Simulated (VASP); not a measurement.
# HgTe (Coloradoite) (F-43m) in VASP: a series of runs, part 2 of 3

VASP 6.6.1.

## 3. Relaxation of the atoms, LDA (a relaxed cell with its volume scaled by 0.96)

The input, INCAR:

```
SYSTEM = HgTe
PREC     = Accurate       ! precision mode
ENCUT    = 600            ! plane-wave cutoff, eV
EDIFF    = 1E-7           ! SCF threshold, eV
ISMEAR   = 0              ! smearing method
SIGMA    = 0.03           ! smearing width, eV
LREAL    = .False.        ! projectors in reciprocal space
LASPH    = .True.         ! aspherical terms in the spheres
NELM     = 80             ! most SCF steps
ALGO     = Normal         ! electronic algorithm
ISIF     = 2              ! what is computed and relaxed
LWAVE    = .False.        ! write WAVECAR
LCHARG   = .False.        ! write CHGCAR
GGA      = CA             ! functional
IBRION   = 2              ! ionic algorithm
NSW      = 40             ! ionic steps
EDIFFG   = -0.01          ! ionic threshold
```

The input, KPOINTS:

```
regular mesh
0
Gamma
  10 10 10
  0 0 0
```

The input, POSCAR:

```
HgTe                                    
1.0
    0.0000000000      3.1805269110      3.1805269110
    3.1805269110      0.0000000000      3.1805269110
    3.1805269110      3.1805269110      0.0000000000
  Hg              Te            
     1     1
Direct
     0.0000000000000000    0.0000000000000000    0.0000000000000000
     0.2500000000000000    0.2500000000000000    0.2500000000000000
```

Potentials or basis: VASP PAW LDA potentials, release 64 (Hg, Te).

On the command line:

```console
$ cat potpaw_LDA.64/Hg/POTCAR potpaw_LDA.64/Te/POTCAR > POTCAR
$ mpirun -np 1 vasp_std > vasp.out
```

OUTCAR:

```text
SYSTEM = HgTe
   PREC = Accurate
   ENCUT = 600
   EDIFF = 1E-7
   ISMEAR = 0
   LREAL = .False.
   LASPH = .True.
   NELM = 80
   ISIF = 2
   GGA = CA
   IBRION = 2
   NSW = 40
   EDIFFG = -0.01

 ion  position               nearest neighbor table
   1  0.000  0.000  0.000-   2 2.75   2 2.75   2 2.75   2 2.75
   2  0.250  0.250  0.250-   1 2.75   1 2.75   1 2.75   1 2.75

  LATTYP: Found a face centered cubic cell.
 ALAT       =     6.3610538220

  Lattice vectors:

 A1 = (   0.0000000000,   3.1805269110,   3.1805269110)
 A2 = (   3.1805269110,   0.0000000000,   3.1805269110)
 A3 = (   3.1805269110,   3.1805269110,   0.0000000000)

Analysis of symmetry for initial positions (statically):
=====================================================================
 Subroutine PRICEL returns:
 Original cell was already a primitive cell.

 Routine SETGRP: Setting up the symmetry group for a
 face centered cubic supercell.

 Subroutine GETGRP returns: Found 24 space group operations
[... 177 lines left out ...]
      2      -4.2356      2.00000
      3      -4.2356      2.00000
      4      -4.2356      2.00000
      5      -3.6421      2.00000
      6      -3.6421      2.00000
      7       2.6884      2.00000
      8       3.4366      1.33333
      9       3.4366      1.33333
     10       3.4366      1.33333
     11       7.5042      0.00000
     12       7.5042      0.00000
     13       7.5042      0.00000
[... 354 lines left out ...]
  band No.  band energies     occupation
      1      -8.2911      2.00000
      2      -4.0955      2.00000
      3      -3.9552      2.00000
      4      -3.9311      2.00000
      5      -3.5904      2.00000
      6      -3.5501      2.00000
      7      -1.3115      2.00000
      8       1.1821      2.00000
      9       1.3910      2.00000
     10       5.4384      0.00000
     11       6.2206      0.00000
     12       9.8132      0.00000
     13      10.6330      0.00000

 [... further k-points ...]

------------------------ aborting loop because EDIFF is reached ----------------------------------------

  FORCE on cell =-STRESS in cart. coord.  units (eV):
  Direction    XX          YY          ZZ          XY          YZ          ZX
  --------------------------------------------------------------------------------------
  -------------------------------------------------------------------------------------
  Total        0.8553371      0.8553371      0.8553371     -0.0000000     -0.0000000      0.0000000
  in kB       21.2971087     21.2971087     21.2971087     -0.0000000     -0.0000000      0.0000000
  external PRESSURE =      21.2971087 kB  Pullay stress =       0.0000000 kB

 VOLUME and BASIS-vectors are now :
 -----------------------------------------------------------------------------
  energy-cutoff  :      600.00
  volume of cell :       64.35
      direct lattice vectors                 reciprocal lattice vectors
     0.000000000  3.180526911  3.180526911    -0.157206656  0.157206656  0.157206656
     3.180526911  0.000000000  3.180526911     0.157206656 -0.157206656  0.157206656
     3.180526911  3.180526911  0.000000000     0.157206656  0.157206656 -0.157206656

 POSITION                                       TOTAL-FORCE (eV/Angst)
 -----------------------------------------------------------------------------------
      0.00000      0.00000      0.00000        -0.000000     -0.000000     -0.000000
      1.59026      1.59026      1.59026         0.000000      0.000000      0.000000
 -----------------------------------------------------------------------------------
    total drift:                                0.000000      0.000000      0.000000

  FREE ENERGIE OF THE ION-ELECTRON SYSTEM (eV)
  ---------------------------------------------------
  free  energy   TOTEN  =        -5.0209010779 eV

  energy  without entropy=       -5.0208547992  energy(sigma->0) =       -5.02087794

 reached required accuracy - stopping structural energy minimisation
```

OSZICAR:

```text
N       E                     dE             d eps       ncg     rms          rms(c)
DAV:   1     0.115867376452E+03    0.11587E+03   -0.88703E+03  1230   0.135E+03
DAV:   2    -0.389166454981E+00   -0.11626E+03   -0.10993E+03  1332   0.281E+02
DAV:   3    -0.521217696583E+01   -0.48230E+01   -0.48032E+01  1517   0.592E+01
DAV:   4    -0.525974758285E+01   -0.47571E-01   -0.47564E-01  1664   0.549E+00
DAV:   5    -0.525994402527E+01   -0.19644E-03   -0.19644E-03  1497   0.310E-01    0.853E+00
DAV:   6    -0.503868334746E+01    0.22126E+00   -0.52240E-01  1402   0.112E+01    0.667E+00
DAV:   7    -0.502410929740E+01    0.14574E-01   -0.11601E-01  1367   0.280E+00    0.226E+00
DAV:   8    -0.502128051938E+01    0.28288E-02   -0.13146E-02  1277   0.162E+00    0.643E-01
DAV:   9    -0.502091082605E+01    0.36969E-03   -0.85850E-04  1367   0.367E-01    0.160E-01
DAV:  10    -0.502090062097E+01    0.10205E-04   -0.76186E-05  1422   0.915E-02    0.592E-02
DAV:  11    -0.502090249895E+01   -0.18780E-05   -0.23426E-05  1377   0.548E-02    0.354E-02
DAV:  12    -0.502090105758E+01    0.14414E-05   -0.42901E-06  1302   0.237E-02    0.155E-02
DAV:  13    -0.502090107792E+01   -0.20336E-07   -0.28900E-07  1322   0.369E-03
   1 F= -.50209011E+01 E0= -.50208779E+01  d E =-.502090E+01
```

CONTCAR:

```text
HgTe
   1.00000000000000
     0.0000000000000000    3.1805269109999998    3.1805269109999998
     3.1805269109999998    0.0000000000000000    3.1805269109999998
     3.1805269109999998    3.1805269109999998    0.0000000000000000
  Hg              Te
     1     1
Direct
     0.0000000000000000    0.0000000000000000    0.0000000000000000
     0.2500000000000000    0.2500000000000000    0.2500000000000000

  0.00000000E+00  0.00000000E+00  0.00000000E+00
  0.00000000E+00  0.00000000E+00  0.00000000E+00
```

Wall time 14 s (1 thread of Intel Xeon 6975P-C (Granite Rapids), shared host); peak memory 0.2 GiB.

Results:

```
Free energy             : -5.0209 eV
Pressure after relaxing : 2.1 GPa
Band gap on the k mesh  : none (metal or under the smearing width)
```

Final structure:
```
CELL_PARAMETERS angstrom
0.00000 3.18053 3.18053
3.18053 0.00000 3.18053
3.18053 3.18053 0.00000
ATOMIC_POSITIONS crystal
Hg 0.00000 0.00000 0.00000
Te 0.25000 0.25000 0.25000
```

Caveat: the relaxation stopped at its first step, so nothing moved. The run has no spin-orbit coupling, so splittings on Hg, Te are missing.

## 4. Relaxation of the atoms, LDA (a relaxed cell with its volume scaled by 0.98)

INCAR is that of step 3.

KPOINTS is that of step 3.

The input, POSCAR:

```
HgTe                                    
1.0
    0.0000000000      3.2024622725      3.2024622725
    3.2024622725      0.0000000000      3.2024622725
    3.2024622725      3.2024622725      0.0000000000
  Hg              Te            
     1     1
Direct
     0.0000000000000000    0.0000000000000000    0.0000000000000000
     0.2500000000000000    0.2500000000000000    0.2500000000000000
```

Potentials or basis: VASP PAW LDA potentials, release 64 (Hg, Te).

On the command line:

```console
$ cat potpaw_LDA.64/Hg/POTCAR potpaw_LDA.64/Te/POTCAR > POTCAR
$ mpirun -np 1 vasp_std > vasp.out
```

OUTCAR:

```text
SYSTEM = HgTe
   PREC = Accurate
   ENCUT = 600
   EDIFF = 1E-7
   ISMEAR = 0
   LREAL = .False.
   LASPH = .True.
   NELM = 80
   ISIF = 2
   GGA = CA
   IBRION = 2
   NSW = 40
   EDIFFG = -0.01

 ion  position               nearest neighbor table
   1  0.000  0.000  0.000-   2 2.77   2 2.77   2 2.77   2 2.77
   2  0.250  0.250  0.250-   1 2.77   1 2.77   1 2.77   1 2.77

  LATTYP: Found a face centered cubic cell.
 ALAT       =     6.4049245450

  Lattice vectors:

 A1 = (   0.0000000000,   3.2024622725,   3.2024622725)
 A2 = (   3.2024622725,   0.0000000000,   3.2024622725)
 A3 = (   3.2024622725,   3.2024622725,   0.0000000000)

Analysis of symmetry for initial positions (statically):
=====================================================================
 Subroutine PRICEL returns:
 Original cell was already a primitive cell.

 Routine SETGRP: Setting up the symmetry group for a
 face centered cubic supercell.

 Subroutine GETGRP returns: Found 24 space group operations
[... 177 lines left out ...]
      2      -4.3377      2.00000
      3      -4.3377      2.00000
      4      -4.3377      2.00000
      5      -3.7706      2.00000
      6      -3.7706      2.00000
      7       2.4035      2.00000
      8       3.2035      1.33333
      9       3.2035      1.33333
     10       3.2035      1.33333
     11       7.3111      0.00000
     12       7.3111      0.00000
     13       7.3111      0.00000
[... 354 lines left out ...]
  band No.  band energies     occupation
      1      -8.3937      2.00000
      2      -4.1938      2.00000
      3      -4.0701      2.00000
      4      -4.0450      2.00000
      5      -3.7212      2.00000
      6      -3.6790      2.00000
      7      -1.4724      2.00000
      8       1.0335      2.00000
      9       1.2361      2.00000
     10       5.2143      0.00000
     11       6.0160      0.00000
     12       9.5607      0.00000
     13      10.3652      0.00000

 [... further k-points ...]

------------------------ aborting loop because EDIFF is reached ----------------------------------------

  FORCE on cell =-STRESS in cart. coord.  units (eV):
  Direction    XX          YY          ZZ          XY          YZ          ZX
  --------------------------------------------------------------------------------------
  -------------------------------------------------------------------------------------
  Total        0.4079571      0.4079571      0.4079571     -0.0000000      0.0000000     -0.0000000
  in kB        9.9504577      9.9504577      9.9504577     -0.0000000      0.0000000     -0.0000000
  external PRESSURE =       9.9504577 kB  Pullay stress =       0.0000000 kB

 VOLUME and BASIS-vectors are now :
 -----------------------------------------------------------------------------
  energy-cutoff  :      600.00
  volume of cell :       65.69
      direct lattice vectors                 reciprocal lattice vectors
     0.000000000  3.202462273  3.202462273    -0.156129864  0.156129864  0.156129864
     3.202462273  0.000000000  3.202462273     0.156129864 -0.156129864  0.156129864
     3.202462273  3.202462273  0.000000000     0.156129864  0.156129864 -0.156129864

 POSITION                                       TOTAL-FORCE (eV/Angst)
 -----------------------------------------------------------------------------------
      0.00000      0.00000      0.00000        -0.000000     -0.000000      0.000000
      1.60123      1.60123      1.60123         0.000000      0.000000     -0.000000
 -----------------------------------------------------------------------------------
    total drift:                                0.000000      0.000000      0.000000

  FREE ENERGIE OF THE ION-ELECTRON SYSTEM (eV)
  ---------------------------------------------------
  free  energy   TOTEN  =        -5.0340609711 eV

  energy  without entropy=       -5.0340146924  energy(sigma->0) =       -5.03403783

 reached required accuracy - stopping structural energy minimisation
```

It took 14 s on 1 thread of Intel Xeon 6975P-C (Granite Rapids), shared host; peak memory 0.2 GiB.

Results:

```yaml
Free_energy: -5.0341 eV
Pressure_after_relaxing: 1.0 GPa
Band_gap_on_the_k_mesh: none (metal or under the smearing width)
```

Final structure:
```xyz
2
Lattice="0.0000 3.2025 3.2025 3.2025 0.0000 3.2025 3.2025 3.2025 0.0000" Properties=species:S:1:pos:R:3 pbc="T T T"
Hg    0.0000    0.0000    0.0000
Te    1.6012    1.6012    1.6012
```

Caveat: the relaxation stopped at its first step, so nothing moved.

(Continued in part 3 of 3.)
